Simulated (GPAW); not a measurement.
# PbSe (Clausthalite) (Fm-3m) in GPAW: further runs, part 2 of 2

GPAW 26.7.0. The steps go on from the part before.

## Step 3: Equation of state, PBEsol

The input, run.py:

```python
import spglib
from ase import Atoms
from ase.eos import EquationOfState
from ase.io import Trajectory, read
from ase.units import GPa
from gpaw import GPAW, PW, setup_paths

setup_paths.insert(0, '.')

atoms = read('PbSe.cif')
cell, positions, numbers = spglib.find_primitive(
    (atoms.cell[:], atoms.get_scaled_positions(), atoms.numbers), symprec=1e-4)
atoms = Atoms(numbers, cell=cell, scaled_positions=positions, pbc=True)

traj = Trajectory('eos.traj', 'w')
volumes, energies = [], []
for x in [0.94, 0.96, 0.98, 1.0, 1.02, 1.04, 1.06]:
    a = atoms.copy()
    a.set_cell(atoms.cell * x**(1 / 3), scale_atoms=True)
    calc = GPAW(mode=PW(600),
                xc='PBEsol',
                kpts={'size': (6, 6, 6), 'gamma': True},
                occupations={'name': 'fermi-dirac', 'width': 0.05},
                nbands=19,
                convergence={'density': 1e-05, 'energy': 1e-05},
                maxiter=150,
                txt=f'eos-{x:.2f}.txt')
    a.calc = calc
    energies.append(a.get_potential_energy(force_consistent=True))
    volumes.append(a.get_volume())
    p = -a.get_stress()[:3].mean() / GPa
    calc.write(f'eos-{x:.2f}.gpw')
    traj.write(a)
    print(f'{x:.2f} {volumes[-1]:10.4f} A^3 {energies[-1]:14.6f} eV {p:9.3f} GPa', flush=True)

v0, e0, B = EquationOfState(volumes, energies, eos='birchmurnaghan').fit()
print(f'V0 = {v0:.4f} A^3, E0 = {e0:.6f} eV, B0 = {B / GPa:.2f} GPa')
```

The input, PbSe.cif:

```cif
data_PbSe
_cell_length_a 6.12130000
_cell_length_b 6.12130000
_cell_length_c 6.12130000
_cell_angle_alpha 90.00000000
_cell_angle_beta 90.00000000
_cell_angle_gamma 90.00000000
_space_group_name_H-M_alt 'Fm-3m'
_space_group_name_Hall '-F 4 2 3'
_space_group_IT_number 225
loop_
_space_group_symop_operation_xyz
'x,y,z'
'-x,-y,-z'
'-y,x,z'
'y,-x,-z'
'-x,-y,z'
'x,y,-z'
'y,-x,z'
'-y,x,-z'
'x,-y,-z'
'-x,y,z'
'-y,-x,-z'
'y,x,z'
'-x,y,-z'
'x,-y,z'
'y,x,-z'
'-y,-x,z'
'z,x,y'
'-z,-x,-y'
'z,-y,x'
'-z,y,-x'
'z,-x,-y'
'-z,x,y'
'z,y,-x'
'-z,-y,x'
'-z,x,-y'
'z,-x,y'
'-z,-y,-x'
'z,y,x'
'-z,-x,y'
'z,x,-y'
'-z,y,x'
'z,-y,-x'
'y,z,x'
'-y,-z,-x'
'x,z,-y'
'-x,-z,y'
'-y,z,-x'
'y,-z,x'
'-x,z,y'
'x,-z,-y'
'-y,-z,x'
'y,z,-x'
'-x,-z,-y'
'x,z,y'
'y,-z,-x'
'-y,z,x'
'x,-z,y'
'-x,z,-y'
'x,y+1/2,z+1/2'
'-x,-y+1/2,-z+1/2'
'-y,x+1/2,z+1/2'
[... 62 lines left out ...]
'-z+1/2,-x,-y+1/2'
'z+1/2,-y,x+1/2'
'-z+1/2,y,-x+1/2'
'z+1/2,-x,-y+1/2'
'-z+1/2,x,y+1/2'
'z+1/2,y,-x+1/2'
'-z+1/2,-y,x+1/2'
'-z+1/2,x,-y+1/2'
'z+1/2,-x,y+1/2'
'-z+1/2,-y,-x+1/2'
'z+1/2,y,x+1/2'
'-z+1/2,-x,y+1/2'
'z+1/2,x,-y+1/2'
'-z+1/2,y,x+1/2'
'z+1/2,-y,-x+1/2'
'y+1/2,z,x+1/2'
'-y+1/2,-z,-x+1/2'
'x+1/2,z,-y+1/2'
'-x+1/2,-z,y+1/2'
'-y+1/2,z,-x+1/2'
'y+1/2,-z,x+1/2'
'-x+1/2,z,y+1/2'
'x+1/2,-z,-y+1/2'
'-y+1/2,-z,x+1/2'
'y+1/2,z,-x+1/2'
'-x+1/2,-z,-y+1/2'
'x+1/2,z,y+1/2'
'y+1/2,-z,-x+1/2'
'-y+1/2,z,x+1/2'
'x+1/2,-z,y+1/2'
'-x+1/2,z,-y+1/2'
'x+1/2,y+1/2,z'
'-x+1/2,-y+1/2,-z'
'-y+1/2,x+1/2,z'
'y+1/2,-x+1/2,-z'
'-x+1/2,-y+1/2,z'
'x+1/2,y+1/2,-z'
'y+1/2,-x+1/2,z'
'-y+1/2,x+1/2,-z'
'x+1/2,-y+1/2,-z'
'-x+1/2,y+1/2,z'
'-y+1/2,-x+1/2,-z'
'y+1/2,x+1/2,z'
'-x+1/2,y+1/2,-z'
'x+1/2,-y+1/2,z'
'y+1/2,x+1/2,-z'
'-y+1/2,-x+1/2,z'
'z+1/2,x+1/2,y'
'-z+1/2,-x+1/2,-y'
'z+1/2,-y+1/2,x'
'-z+1/2,y+1/2,-x'
'z+1/2,-x+1/2,-y'
'-z+1/2,x+1/2,y'
'z+1/2,y+1/2,-x'
'-z+1/2,-y+1/2,x'
'-z+1/2,x+1/2,-y'
'z+1/2,-x+1/2,y'
'-z+1/2,-y+1/2,-x'
'z+1/2,y+1/2,x'
'-z+1/2,-x+1/2,y'
'z+1/2,x+1/2,-y'
'-z+1/2,y+1/2,x'
'z+1/2,-y+1/2,-x'
'y+1/2,z+1/2,x'
'-y+1/2,-z+1/2,-x'
'x+1/2,z+1/2,-y'
'-x+1/2,-z+1/2,y'
'-y+1/2,z+1/2,-x'
'y+1/2,-z+1/2,x'
'-x+1/2,z+1/2,y'
'x+1/2,-z+1/2,-y'
'-y+1/2,-z+1/2,x'
'y+1/2,z+1/2,-x'
'-x+1/2,-z+1/2,-y'
'x+1/2,z+1/2,y'
'y+1/2,-z+1/2,-x'
'-y+1/2,z+1/2,x'
'x+1/2,-z+1/2,y'
'-x+1/2,z+1/2,-y'
loop_
_atom_site_label
_atom_site_type_symbol
_atom_site_symmetry_multiplicity
_atom_site_Wyckoff_symbol
_atom_site_fract_x
_atom_site_fract_y
_atom_site_fract_z
_atom_site_occupancy
Pb1 Pb 4 a 0.0000000000 0.0000000000 0.0000000000 1
Se1 Se 4 b 0.5000000000 0.0000000000 0.0000000000 1
```

Potentials or basis: PAW data sets generated in the run's folder for this functional, pw.

The run is started by

```
gpaw-setup -f PBEsol Pb Se
OMP_NUM_THREADS=1 python run.py
```

Standard output:

```text
__  _  _
 | _ |_)|_||  |
 |__||  | ||/\| - 26.7.0

Input parameters:
  mode=PW(ecut=600.0),
  convergence={'density': 1e-05, 'energy': 1e-05},
  kpts=MonkhorstPack(size=(6, 6, 6), gamma=True),
  maxiter=150,
  nbands=19,
  occupations=Occupations(name='fermi-dirac', width=0.05),
  xc=XC(name='PBEsol')

Diagonalizing LCAO Hamiltonian
Converting LCAO to pw mode

                Se

       Pb

Atoms  # Å, Bohr magnetons
|   | symbol |        x |        y |        z |    initial magnetic moments |
|---|--------|----------|----------|----------|-----------------------------|
| 0 |     Pb | 0.000000 | 0.000000 | 0.000000 | ( 0.0000,  0.0000,  0.0000) |
| 1 |     Se | 3.019285 | 3.019285 | 3.019285 | ( 0.0000,  0.0000,  0.0000) |

Unit cell  # Å
| periodic |        x |        y |        z |  lengths |    angles |
|----------|----------|----------|----------|----------|-----------|
|      yes | 0.000000 | 3.019285 | 3.019285 | 4.269914 | 60.000000 |
|      yes | 3.019285 | 0.000000 | 3.019285 | 4.269914 | 60.000000 |
[... 197 lines left out ...]
|iter:   9| |   -9.134622c| -8.01c| -5.34c|

Converged in 9 steps
Energy contributions relative to reference atoms: (reference = -633181.325866)

Energy contributions:
  Kinetic:          19.348174
  Coulomb:         -19.327239
  Zero:             -0.077637
  External:          0.000000
  Xc:               -9.076641
  Entropy:          -0.002561
  Spinorbit:         0.000000
  ----------------------------
  Free energy:      -9.135902
  Extrapolated:     -9.134622

dipole moment: (-25.555230, -25.555230, -25.555230)  # |e|*Ang

Fermi level: 6.580
Eigenvalues  # (at kpt = [0.000, 0.000, 0.000])
| band index |      eig [eV] | occ [0-2] |
|------------|---------------|-----------|
|          0 |       -10.328 |     2.000 |
|        ... |               |           |
|          2 |       -10.322 |     2.000 |
|          3 |       -10.322 |     2.000 |
|          4 |       -10.322 |     2.000 |
|          5 |        -7.457 |     2.000 |
|          6 |         0.303 |     2.000 |
|          7 |         4.424 |     2.000 |
[... 9 lines left out ...]
|         17 |        15.006 |     0.000 |
|         18 |        15.492 |     0.000 |

Gap: 0.012 eV
Transition (v -> c):
  (s=0, k=15, n=9, [0.50, 0.50, 0.50]) -> (s=0, k=15, n=10, [0.50, 0.50, 0.50])
No difference between direct/indirect transitions

Stress tensor  # eV/Ang^3
|         x |         y |         z |
|-----------|-----------|-----------|
| -0.008364 |  0.000000 |  0.000000 |
|  0.000000 | -0.008364 | -0.000000 |
|  0.000000 | -0.000000 | -0.008364 |

# Writing to eos-0.96.gpw (mode='')
```

stdout:

```text
0.94    53.9013 A^3      -9.121978 eV     2.575 GPa
0.96    55.0481 A^3      -9.135902 eV     1.340 GPa
0.98    56.1949 A^3      -9.141494 eV     0.224 GPa
1.00    57.3418 A^3      -9.139443 eV    -0.796 GPa
1.02    58.4886 A^3      -9.130425 eV    -1.727 GPa
1.04    59.6354 A^3      -9.115039 eV    -2.571 GPa
1.06    60.7823 A^3      -9.093915 eV    -3.333 GPa
V0 = 56.4442 A^3, E0 = -9.141668 eV, B0 = 51.38 GPa
```

eos-0.94.txt:

```text
SCF iterations
|iter     | |      energy | eigst |  dens |
|---------|-|-------------|-------|-------|
|iter:   1| |   -9.314113 | -0.17 |       |
|iter:   2| |   -9.271374 | -2.06 | -1.30 |
|iter:   3| |   -9.121436 | -2.09 | -1.34 |
|iter:   4| |   -9.120736 | -3.84 | -1.95 |
|iter:   5| |   -9.120788 | -4.51 | -2.39 |
|iter:   6| |   -9.120797c| -5.81 | -3.36 |
[... 44 lines left out ...]

Gap: 0.069 eV
Transition (v -> c):
  (s=0, k=15, n=9, [0.50, 0.50, 0.50]) -> (s=0, k=15, n=10, [0.50, 0.50, 0.50])
No difference between direct/indirect transitions

Stress tensor  # eV/Ang^3
|         x |         y |         z |
|-----------|-----------|-----------|
| -0.016074 | -0.000000 | -0.000000 |
| -0.000000 | -0.016074 |  0.000000 |
| -0.000000 |  0.000000 | -0.016074 |

# Writing to eos-0.94.gpw (mode='')
```

Run time: 42 s. Hardware: 1 thread of AMD EPYC 9R14 (Zen 4), shared host; peak memory 0.26 GiB.

Results:

```yaml
Equilibrium_volume: 28.22 Å³/atom
Bulk_modulus: 51 GPa
Pressure_derivative_of_the_bulk_modulus: 3.5
```

Energy against volume, from the lowest point:
```csv
volume (Å³/atom),energy (meV/atom)
26.951,9.76
27.524,2.80
28.097,0.00
28.671,1.03
29.244,5.53
29.818,13.23
30.391,23.79
```

Spin-orbit coupling is left out, which matters for the levels of Pb.

## Step 4: Single point, TB-mBJ

The input, run.py:

```python
from ase.dft.bandgap import bandgap
from ase.io import read, write
from gpaw import GPAW, PW

atoms = read('PbSe.xyz')

calc = GPAW(mode=PW(600),
            xc='TB09',
            kpts={'size': (6, 6, 6), 'gamma': True},
            occupations={'name': 'fermi-dirac', 'width': 0.05},
            nbands=19,
            convergence={'density': 1e-05, 'energy': 1e-05},
            eigensolver='cg',
            maxiter=150,
            txt='gpaw.txt')
atoms.calc = calc
energy = atoms.get_potential_energy()
calc.write('gs.gpw')
write('result.traj', atoms)
print('Fermi level:', round(calc.get_fermi_level(), 4), 'eV')
print(f'Gap: {bandgap(calc)[0]:.4f} eV, direct: {bandgap(calc, direct=True)[0]:.4f} eV')
```

The input, PbSe.xyz:

```xyz
2
Lattice="0.0000000000 3.0606500000 3.0606500000 3.0606500000 0.0000000000 3.0606500000 3.0606500000 3.0606500000 0.0000000000" Properties=species:S:1:pos:R:3 pbc="T T T"
Pb     0.0000000000      0.0000000000      0.0000000000
Se     3.0606500000      3.0606500000      3.0606500000
```

Potentials or basis: GPAW PAW data sets for LDA (gpaw-data 1.2.1), pw.

The run is started by

```
OMP_NUM_THREADS=1 python run.py
```

It took 38 s on 1 thread of AMD EPYC 9R14 (Zen 4), shared host; peak memory 0.31 GiB.

The run converged. Its results:

- Band gap on the k mesh: 0.77 eV, direct

Levels at points of the mesh, in eV from the valence-band top:
| k point | band 7 | band 8 | band 9 | band 10 | band 11 | band 12 | band 13 | band 14 |
| --- | --- | --- | --- | --- | --- | --- | --- | --- |
| (0.00, 0.00, 0.00) | -5.87 | -2.10 | -2.10 | -2.10 | 5.05 | 5.05 | 5.05 | 6.58 |
| (0.50, 0.50, 0.00) | -7.00 | -4.98 | -3.36 | -3.36 | 4.01 | 5.92 | 5.92 | 6.40 |
| (0.50, 0.50, 0.50) | -8.53 | -1.75 | -1.75 | 0.00 | 0.77 | 1.92 | 1.92 | 9.18 |

Caveat: a model potential gives levels but no total energy; the PAW data sets were made with another functional, which shifts forces and pressure a little; spin-orbit coupling is left out, which as a rule narrows the gap of such compounds by several tenths of an eV.

## Step 5: Summary

| task | level | potentials or basis | band path | band points | data set | gap on the mesh (eV) |
| --- | --- | --- | --- | --- | --- | --- |
| band structure | PBE | JTH PAW 2.0, PBE, pw | GXWKGLUWLK,UX | 60 | Pb jth, Se jth | 0.29 |
| equation of state | PBEsol | PAW data sets generated in the run's folder for this functional, pw | - | - | - | - |
| single point | TB-mBJ | GPAW PAW data sets for LDA (gpaw-data 1.2.1), pw | - | - | - | 0.77 |

Alike in all rows: no spin polarisation; cell as given; k mesh 6 × 6 × 6; cutoff (eV) 600; smearing fermi-dirac 0.05 eV.

Caveats: spin-orbit coupling is left out, which as a rule narrows the gap of such compounds by several tenths of an eV (some runs); the program truncates these outside data sets (some runs); a model potential gives levels but no total energy (some runs); the PAW data sets were made with another functional, which shifts forces and pressure a little (some runs).

Absolute energies hang on the potentials; compare differences alone.

## Step 6: Against experiment

Step 2. A measured gap of PbSe is 0.15 eV (direct; 4.2 K; a printed reference work, monograph); the calculated 0.29 eV misses it by +0.14 eV. 2 values of this kind are on record (0.15 to 0.28 eV); this one was drawn at random. Spin-orbit coupling on Pb, Se is left out. The value is that of PBE, without temperature or zero-point motion.

Step 3. The cell as given is a measured one (28.67 Å³/atom); PBEsol puts the equilibrium volume -1.6 % from it, thermal expansion not counted.

Step 4. Measured gap of PbSe: 0.15 eV (direct; 4.2 K; a printed reference work, monograph). This calculation gives 0.77 eV (+0.62 eV). 2 values of this kind are on record (0.15 to 0.28 eV); this one was drawn at random. Spin-orbit coupling on Pb, Se is left out. The value is that of TB-mBJ on a finite k mesh, which can miss the band edges, without temperature or zero-point motion.
